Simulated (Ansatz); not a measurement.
# GaN: experiment and calculation

**Measured values to compare with.**

A printed reference work, textbook reports, for a bulk crystal of GaN at 0 K: band gap 3.299 eV (direct).

The results are compared with them further down.

Level of theory: DFT PBE, scalar-relativistic, plane waves, PAW in Ansatz.

Cutoff 420 eV; k points 10×10×10 on the computed 2-atom cell (Γ-centred); Gaussian smearing, width 0.02 eV; no spin polarisation.

Relaxed structure, symmetry kept:

```
CELL_PARAMETERS angstrom
0.00000 2.27424 2.27424
2.27424 0.00000 2.27424
2.27424 2.27424 0.00000
ATOMIC_POSITIONS crystal
Ga 0.00000 0.00000 0.00000
N 0.75000 0.75000 0.75000
```

- Space group: F-43m (No. 216)
- Volume per atom: 11.76 Å³
- Formation energy from the elements' standard states (uncorrected): -0.437 eV/atom
- Kohn–Sham band gap: 1.54 eV
- Löwdin character of the top 1 eV of the valence band: N 2p 87 %, Ga 4p 8 %
- Löwdin character of the lowest 1 eV of the conduction band: N 2s 35 %, Ga 4s 34 %, N 2p 20 %
- Bader charges (e): Ga (1 in the cell) 1.54, N (1 in the cell) -1.54

Measured band gap of GaN: 3.299 eV (direct; 0 K; a printed reference work, textbook). This calculation gives 1.54 eV (-1.76 eV). So large a miss may mean another phase, state or a wrong row. Kohn–Sham gaps of semilocal functionals fall short of measured ones as a rule; spin-orbit coupling, left out here, would usually lower the calculated gap of a compound with heavy elements.

This zinc-blende form isn't the usual stable structure of the compound.